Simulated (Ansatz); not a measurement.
# Convergence of a linear-scaling basis for random wurtzite alloy of AlN and GaN (72 atoms), part 2 of 2

Aim: test how closely localised support functions follow the reference on random wurtzite alloy of AlN and GaN (72 atoms), and at what cost. A setting counts as converged where the r.m.s. difference of forces stays under 1 % of the r.m.s. force.

Ansatz 0.2.0; Kohn-Sham DFT, PBE, PAW (set soft_2), plane waves.

The cell: 32 Ga, 36 N and 4 Al. The host structure and its lattice constant were typed by rule, without a check against the phase diagram. Only the Γ point is sampled, in a cell whose shortest periodic width is 8 Å.

So far. Step 4 (Support functions medium): Forces differ from the reference by 0.57 meV/Å r.m.s., 0.12 % of their size, well within a tolerance of 1 %; the energy by -4.1 meV/atom. It took roughly 11 times the reference's time (one timing each, with unlike analyses asked), in 14 cycles against 8. Step 5 (Support functions medium, spacing 0.383 Å): Forces differ from the reference by 77 meV/Å r.m.s., 16 % of their size, far over a tolerance of 1 %; the energy by +90 meV/atom and the gap by -0.022 eV.

### 6. Support functions medium, spacing 0.319 Å

Level of this step: Kohn-Sham DFT, PBE, PAW (set soft_2), localised support functions (medium) (Ansatz).

The grid spacing sets how fine a wave the support functions can hold.

File input.yaml:

```yaml
crystal:
  lattice:
    - [9.5412, 0.0, 0.0]
    - [-4.7706, 8.26292, 0.0]
    - [0.0, 0.0, 10.3248]
  atoms:
    [... the 72 atom lines of step 2 ...]
kpoints:
  mp_grid: { grid: [1, 1, 1] }
hamiltonian:
  xc: pbe
scf:
  occupations: { method: fixed }
  eigensolver: { kind: { support_functions: { accuracy: medium, spacing: 0.319 } } }
  max_iter: 150
output:
  forces: true
  eigenvalues: true
```

On the command line:

```console
$ ansatz run input.yaml --threads 4 --pin off --max-ram 8192MiB --backend cpu --events-out ev --progress --plain --runs-dir out
```

The program printed:

```text
[...]
Crystal: 72 atoms, lattice volume = 813.988 Å³
Basis set: ecut = 420 eV, 15863 PW (Γ), exchange–correlation on 128×128×144 points (8 copies of the dense FFT grid, shifted against one another)
Bands: 365, of which v1, the nominal top of the filled ones, is band 304 counted from 1 (303 counted from 0)
Symmetry: 1 space group operations
k-points: 1
[...]
SCF iter   1: F=—  HF=-137050.943178 eV  |F-HF|=—  |Δ(HF+E_count)|=         —  Δρ=1.07e-1  dr2=9.14e1  ethr=1.00e-1
[...]
SCF iter  13: F=-137063.093994 eV  HF=-137063.093994 eV  |F-HF|=6.33e-7  |Δ(HF+E_count)|=   1.94e-3  Δρ=9.12e-6  dr2=3.74e-7  ethr=2.72e-10
SCF 1 converged in 13 iterations: F = -137063.123651 eV  dr2 = 3.74e-7
[...]
SCF converged after 13 iterations
[...]
Free energy (F): -137063.123651 eV
[...]
Internal energy: -137063.123651 eV  (E = F + TS)
E sigma→0 (E₀):  -137063.123651 eV
Fermi energy:    9.557229 eV
[...]
--- Forces (eV/Å), atoms counted from 1 ---
  atom   1  Ga     0.26473906    -0.02304314    -0.41679555
  atom   2  N      0.45288827     0.14755358    -0.16406291
  atom   3  Ga    -0.08778504     0.22211483     0.38832302
  atom   4  N      0.52595499     0.01373569     0.21861479
  atom   5  Ga     0.03442355     0.02487923     0.05764960
  atom   6  N      0.38435371     0.08899537     0.66375496
  atom   7  Al     0.25412066     0.02561767     0.44745851
  atom   8  N     -0.17671480     0.50128071    -0.22630236
  atom   9  Ga     0.51218390    -0.39909323    -0.37848547
  atom  10  N      0.38659332     0.69305405    -0.15157387
  atom  11  Ga     0.04582086     0.32333614     0.30861454
  atom  12  N      0.27540030    -0.14179443    -0.44296128
  atom  13  Ga    -0.31720029    -0.53230198     0.60085082
  atom  14  N      0.67663953     0.69374634     0.57031632
[...]
atom  71  Ga     0.48827289     0.11558779    -0.09999168
  atom  72  N      0.83448320     0.61327258     0.42469283
  max |Σ_I F_I| component: 1.65e0 eV/Å
--- Band table (eV) ---
[...]
```

It took 90 s on 4 threads of Arm Neoverse V2, shared host; peak memory 2 GiB.

Forces differ from the reference by 19 meV/Å r.m.s., 4.1 % of their size, over a tolerance of 1 %; the energy by +7.1 meV/atom. It took roughly 5.9 times the reference's time (one timing each, with unlike analyses asked), in 13 cycles against 8. The setting is coarser than the default on purpose.

### 7. Support functions medium, spacing 0.277 Å

The grid spacing sets how fine a wave the support functions can hold.

input.yaml, the sections that differ from step 6:

```yaml
scf:
  occupations: { method: fixed }
  eigensolver: { kind: { support_functions: { accuracy: medium, spacing: 0.277 } } }
  max_iter: 150
# crystal, kpoints, hamiltonian, output: as in step 6
```

The program printed:

```text
[...]
Crystal: 72 atoms, lattice volume = 813.988 Å³
Basis set: ecut = 420 eV, 15863 PW (Γ), exchange–correlation on 128×128×144 points (8 copies of the dense FFT grid, shifted against one another)
Bands: 365, of which v1, the nominal top of the filled ones, is band 304 counted from 1 (303 counted from 0)
Symmetry: 1 space group operations
k-points: 1
[...]
SCF iter   1: F=—  HF=-137056.864573 eV  |F-HF|=—  |Δ(HF+E_count)|=         —  Δρ=1.06e-1  dr2=9.23e1  ethr=1.00e-1
[...]
SCF iter  15: F=-137063.967051 eV  HF=-137063.967052 eV  |F-HF|=1.15e-6  |Δ(HF+E_count)|=   1.50e-3  Δρ=1.01e-5  dr2=4.30e-7  ethr=2.59e-10
SCF 1 converged in 15 iterations: F = -137063.995606 eV  dr2 = 4.30e-7
[...]
SCF converged after 15 iterations
[...]
Free energy (F): -137063.995606 eV
[...]
Internal energy: -137063.995606 eV  (E = F + TS)
E sigma→0 (E₀):  -137063.995606 eV
Fermi energy:    9.552971 eV
[...]
--- Forces (eV/Å), atoms counted from 1 ---
  atom   1  Ga     0.26667111    -0.02972820    -0.41921101
  atom   2  N      0.44687083     0.15011325    -0.20050240
  atom   3  Ga    -0.09243813     0.22337827     0.38661380
  atom   4  N      0.55360674    -0.00011900     0.17711671
  atom   5  Ga     0.03345831     0.02026778     0.06497101
  atom   6  N      0.37771259     0.09307651     0.62771302
  atom   7  Al     0.25153257     0.02548903     0.43810455
  atom   8  N     -0.16608222     0.48153958    -0.27108712
  atom   9  Ga     0.52348440    -0.40748060    -0.37827705
  atom  10  N      0.38307380     0.68787428    -0.19149813
  atom  11  Ga     0.03808649     0.32503945     0.30894103
  atom  12  N      0.29236099    -0.15198851    -0.47129868
  atom  13  Ga    -0.30911489    -0.54108488     0.60954945
  atom  14  N      0.67965673     0.68653899     0.53255024
[...]
atom  71  Ga     0.48245786     0.11805928    -0.08514000
  atom  72  N      0.84537873     0.60267153     0.37269023
  max |Σ_I F_I| component: 2.53e-2 eV/Å
--- Band table (eV) ---
[...]
```

It took 2 min on 4 threads; peak memory 2.3 GiB.

Forces differ from the reference by 0.94 meV/Å r.m.s., 0.20 % of their size, well within a tolerance of 1 %; the energy by -5.0 meV/atom. It took roughly 8.0 times the reference's time (one timing each, with unlike analyses asked), in 15 cycles against 8. The setting is coarser than the default on purpose.

### 8. Cost against change

Each row is set against the plane-wave reference (Kohn-Sham DFT, PBE, PAW (set soft_2), plane waves; r.m.s. force component 0.469 eV/Å). Energies are set beside the reference only for runs with its functional, potentials and electron count. Times are for 4 threads of Arm Neoverse V2, shared host. The reference's time includes the DOS, the stress and grids, which some other runs skip.

```csv
run,"Δ force, r.m.s. (meV/Å)",share of r.m.s. force (%),Δ energy (meV/atom),Δ gap (eV),cycles,time,host memory (GiB)
reference,-,-,-,-,8,15 s,1.2
support functions low,0.588,0.126,-4.14,0.0024,13,2.6 min,3.1
support functions medium,0.566,0.121,-4.14,0.0023,14,2.8 min,3.1
"support functions medium, spacing 0.383 Å",77.0,16.4,89.6,-0.022,12,92 s,2.0
"support functions medium, spacing 0.319 Å",19.3,4.12,7.13,-0.0039,13,90 s,2.0
"support functions medium, spacing 0.277 Å",0.944,0.201,-4.98,0.0026,15,2 min,2.3
```

### 9. What the reference run shows

With the settings judged, the reference run is read for its physics.

Length of the force by element and coordination:

```csv
element,coordination,atoms,mean length of the force (eV/Å),spread,least,most
Al,all,4,0.567,0.203,0.267,0.805
Ga,all,32,0.642,0.339,0.0748,1.53
N,all,36,0.843,0.317,0.171,1.49
```

Intrinsic-atomic-orbital charges by element and coordination:

```csv
element,coordination,atoms,mean charge (e),spread,least,most
Al,all,4,1.12,0.0032,1.11,1.12
Ga,all,32,0.778,0.0053,0.770,0.789
N,all,36,-0.816,0.0439,-0.938,-0.780
```

Charge against the make-up of the first shell:

```csv
Al neighbours of N,atoms,mean charge (e)
0,22,-0.784
1,12,-0.855
2,2,-0.934
```

States in the cell by windows of 1 eV, zero at the Fermi level; the larger projections on atomic orbitals stand beside the total:

```csv
from (eV),to (eV),total,N p,Ga p,Ga s,N s
-10,-8,0.0,0.0,0.0,0.0,0.0
-8,-7,0.9,0.5,0.2,0.2,0.0
-7,-6,9.3,5.1,0.6,3.3,0.0
-6,-5,43.8,24.0,4.2,11.0,2.6
-5,-4,24.2,14.4,6.4,0.9,0.8
-4,-3,17.0,10.6,1.4,2.1,1.8
-3,-2,35.4,26.9,6.3,0.5,0.2
-2,-1,56.9,46.1,7.6,0.5,0.2
-1,0,24.4,21.7,1.7,0.0,0.0
0,1,4.1,3.8,0.1,0.0,0.0
1,2,0.1,0.0,0.0,0.0,0.0
2,3,1.9,0.0,0.0,0.9,0.9
3,4,0.0,0.0,0.0,0.0,0.0
4,5,27.0,2.9,9.5,4.6,6.7
```

With fixed occupations the program's Fermi level is the highest filled level; weight inside the gap is the broadening of levels at its edges.

Between -16 and -10 eV lie 392 more states.

The levels nearest the highest filled one (over half full), pooled over k-points and spins:

```csv
level less the highest filled one (eV),occupation
-0.546,2
-0.515,2
-0.487,2
-0.0405,2
-0.0091,2
0,2
2.09,0
4.32,0
4.36,0
4.41,0
4.74,0
4.77,0
```

Valence density in the ac plane at fractional y = 0.000, with atoms of Ga and N and Al within 0.2 Å of it. It is the smooth field of the valence electrons, not physical close to the nuclei.

Values in e/Å³, 13 rows by 16 columns, each cell a mean:
```
 7  1  0  0  0  0  0  0  0  0  6  4  0  0  0  4
 1  0  0  0  1  2  1  0  0  0  1  1  0  0  0  1
 3  1  0  0  2  3  1  0  0  1  3  2  1  0  1  2
 1  0  0  0  0  1  0  0  0  0  1  0  0  0  0  0
 0  0  0  0  0  0  0  0  0  0  0  0  0  0  0  0
 2  0  0  0  1  3  1  0  0  0  3  1  0  0  0  1
20  1  0  0  3 25  3  0  0  1 20  9  0  0  0  9
 1  0  0  0  0  1  0  0  0  0  1  1  0  0  0  1
 3  1  0  0  1  3  1  0  0  1  3  2  0  0  0  2
 2  1  0  0  1  2  1  0  0  1  2  1  0  0  0  2
 0  0  0  0  0  0  0  0  0  0  0  0  0  0  0  0
 0  0  0  0  0  0  0  0  0  0  0  0  0  0  0  0
16  1  0  0  0  0  0  0  0  1 15  8  1  0  0  7
```
Columns run along a (9.5 Å), rows up along c (10.3 Å). Atoms in or near the plane, at fractional coordinates: Ga at (0.00, 0.00), N at (0.00, 0.31), Ga at (0.00, 0.50), N at (0.00, 0.81), Al at (0.34, 0.00), N at (0.33, 0.31), Ga at (0.33, 0.50), N at (0.33, 0.81), Ga at (0.67, 0.00), N at (0.67, 0.31), Ga at (0.67, 0.50), N at (0.67, 0.81).

Electrostatic potential energy in the ac plane at fractional y = 0.000, with atoms of Ga and N and Al within 0.2 Å of it. With pseudopotentials it is smooth inside the atoms' cores, unlike the true potential.

Ten even steps from '0' (-38 eV) to '9' (13 eV), each cell a mean:
```
556999867766899855556999855
668999986678999986668999976
789999997789999997789999998
148999971048999972148999972
028988950028988950028988960
368877885368877884368877884
999878899999877899999878999
999999999999999999999999999
999999999999999999999999999
789999987789999987789999998
557999865557999865557999865
556899855556899755556899755
556999855556999855556999855
668999986678999976678999976
789999997789999997789999997
159999971049999972038999971
028988950028989960017989950
368877885379878985368878884
999878999999888999999888999
999999999999999999999999999
999999999999999999999999999
789999998789999987789999987
557999876667999865557999865
556899867876899855556899755
```
Columns run along a (9.5 Å; values clipped at the 3rd and 97th percentile), rows up along c (10.3 Å). Atoms in or near the plane, at fractional coordinates: Ga at (0.00, 0.00), N at (0.00, 0.31), Ga at (0.00, 0.50), N at (0.00, 0.81), Al at (0.34, 0.00), N at (0.33, 0.31), Ga at (0.33, 0.50), N at (0.33, 0.81), Ga at (0.67, 0.00), N at (0.67, 0.31), Ga at (0.67, 0.50), N at (0.67, 0.81).

Mean intrinsic-atomic-orbital charges: Al +1.12, Ga +0.78, N -0.82 e. The charge on N changes by -0.073 e for each Al neighbour that takes the place of another kind, on average.

### 10. Local order

These statistics describe the geometry on which the runs were made.

Density 5.80 g/cm³, 11.31 Å³ an atom.

g(r), total and by pair (bins of 0.2 Å):

```csv
r (Å),total,N-N,N-Ga,N-Al,Ga-Ga,Ga-Al,Al-Al
1.80,0.25,0.00,0.56,0.00,0.00,0.00,0.00
2.00,4.52,0.00,8.99,9.55,0.00,0.00,0.00
2.20,0.00,0.00,0.00,0.00,0.00,0.00,0.00
2.40,0.00,0.00,0.00,0.00,0.00,0.00,0.00
2.60,0.00,0.00,0.00,0.00,0.00,0.00,0.00
2.80,0.00,0.00,0.00,0.00,0.00,0.00,0.00
3.00,0.01,0.00,0.00,0.00,0.07,0.00,0.00
3.20,5.77,10.71,0.87,0.86,10.63,10.96,8.15
3.40,0.00,0.00,0.00,0.00,0.00,0.00,0.00
3.60,0.52,0.00,1.04,1.00,0.00,0.00,0.00
3.80,2.40,0.00,4.79,4.83,0.00,0.00,0.00
4.00,0.00,0.00,0.00,0.00,0.00,0.00,0.00
4.20,0.00,0.00,0.00,0.00,0.00,0.00,0.00
4.40,1.18,1.90,0.51,0.68,1.65,2.15,2.02
4.60,1.49,0.78,2.13,1.97,1.08,0.12,3.96
4.80,0.98,0.00,1.94,2.09,0.00,0.00,0.00
5.00,0.71,0.00,1.44,1.29,0.00,0.00,0.00
5.20,0.34,0.68,0.00,0.00,0.66,0.76,0.00
5.40,1.25,2.50,0.00,0.00,2.45,2.79,0.00
5.60,1.43,2.85,0.00,0.00,2.81,3.23,0.00
5.80,1.16,0.00,2.33,2.31,0.00,0.00,0.00
6.00,1.66,2.75,0.63,0.55,2.60,2.75,2.19
6.20,0.22,0.21,0.16,0.24,0.34,0.33,0.00
6.40,1.31,1.31,1.32,1.33,1.31,1.31,0.99
6.60,1.77,0.00,3.52,3.67,0.00,0.00,0.00
6.80,0.33,0.00,0.67,0.53,0.00,0.00,0.00
7.00,0.58,0.92,0.27,0.27,0.90,0.71,1.63
7.20,1.13,1.22,1.02,1.01,1.28,1.09,3.19
```

Bonds by pair of elements; cutoffs follow the first minimum of g(r), held within bounds set by covalent radii, and pairs that aren't listed don't count as bonded:

```csv
pair A-B,cutoff (Å),bonds,mean length (Å),spread (Å),shortest (Å),B about A,A about B
N-Ga,2.38,128,1.94,0.026,1.87,3.56,4
N-Al,2.38,16,1.94,0.022,1.90,0.444,4
```

How many atoms have how many bonded neighbours:

```csv
element,mean,4
Al,4,4
Ga,4,32
N,4,36
```

Rings of the network by King's shortest-path rule, up to 12 atoms, one path for each pair of neighbours; H, halogens, alkali and alkaline-earth atoms are left out:

```csv
ring size (atoms),rings,per network atom
6,142,1.97
```

Among the first-shell peaks of g(r) are those at about 3.18 Å (N-N), 1.94 Å (N-Ga), 1.94 Å (N-Al), 3.17 Å (Ga-Ga) and 3.18 Å (Ga-Al). By these cutoffs all Al atoms have 4, all Ga atoms have 4 and all N atoms have 4 bonded neighbours. All rings counted have 6 atoms.

Local excerpt of 18 atoms (numbers count through the whole input) about Ga69, which bears the longest force; x, y, z are measured from there.

```csv
atom,x,y,z,distance (Å),bonds,intrinsic-atomic-orbital charge (e),Fx,Fy,Fz (eV/Å)
Ga69,0.00,0.00,0.00,0.00,4,0.78,-0.41,1.18,-0.89
N62,1.57,-0.85,0.61,1.88,4,-0.79,-0.24,-1.06,0.16
N38,-1.60,-0.82,0.60,1.89,4,-0.86,-1.10,-0.39,-0.02
N70,0.00,1.88,0.56,1.96,4,-0.78,-0.46,0.03,0.60
N68,-0.01,0.04,-1.98,1.98,4,-0.79,-0.32,-0.21,0.20
Ga63,1.54,-0.88,2.54,3.10,4,0.78,0.31,-0.04,0.41
Ga21,3.11,0.02,0.00,3.11,4,0.78,1.05,0.61,-0.60
Ga61,1.55,-2.71,-0.06,3.13,4,0.79,0.16,0.10,0.37
Ga37,-1.60,-2.69,-0.01,3.13,4,0.77,-0.33,-0.08,0.11
Ga39,-1.58,-0.84,2.57,3.13,4,0.77,-0.99,-0.46,-0.45
Ga71,-0.04,1.89,2.54,3.17,4,0.77,0.48,0.12,-0.09
Ga59,1.54,-0.89,-2.62,3.17,4,0.78,0.34,0.30,0.15
N72,-0.05,0.04,3.18,3.18,4,-0.78,0.85,0.60,0.37
Ga35,-1.61,-0.90,-2.62,3.20,4,0.78,-0.26,0.86,0.32
Ga67,-0.03,1.86,-2.62,3.21,4,0.79,-0.12,0.10,0.15
Al45,-3.21,0.04,-0.03,3.21,4,1.12,-0.06,0.26,-0.01
Ga5,1.57,2.81,-0.04,3.22,4,0.78,0.03,0.02,0.06
Ga53,-1.62,2.83,0.00,3.27,4,0.77,0.10,-0.40,-0.30
```

### 11. What came out

| Item | Value |
| --- | --- |
| free energy per atom | -1903.6616 eV/atom |
| density | 5.8 g/cm³ |
| pressure | 5.847 GPa |
| r.m.s. force component | 0.4689 eV/Å |
| gap (highest filled to lowest empty level) | 2.085 eV |
| wall time of the 6 DFT runs | 11 min |

**Reading.** Against plane waves at 420 eV, the forces differ by 0.57 meV/Å (0.12 %) with support functions medium. At 72 atoms the fastest of the runs at a preset level, support functions low, takes roughly 10 times the time of plane waves (whose run also made extra analyses), in 13 SCF cycles against 8. Differences between support functions and plane waves include what basis error the plane-wave run still has. As the typed spacing goes from 0.277 to 0.383 Å, the force difference goes from 0.94 to 77 meV/Å, while the time lies between 90 s and 2 min.

Between filled and empty levels lie 2.09 eV at Γ alone; the mesh holds the band edges only if they fold onto it, so the gap at this level can be narrower or closed, while semilocal functionals tend to narrow gaps against experiment. Counting bonds as in the table, all Al atoms have 4, all Ga atoms have 4 and all N atoms have 4 bonded neighbours.

What to keep in mind: The geometry was built by rule, was displaced at random and isn't relaxed at this level: its force components are 0.47 eV/Å r.m.s. The pressure of 5.8 GPa means that a free cell would grow at this level.

[Long decimals in the printed logs are rounded to 6 places.]

[Logs are printed without paths, hosts, clocks, repeated set-up lines and the standing remarks that a program may print on its own settings, such as how far it seeks lower states.]

[Hosts, paths, dates, database ids (printed as entryN), source tags and the programs' standing remarks are cut or masked in the printed files.]
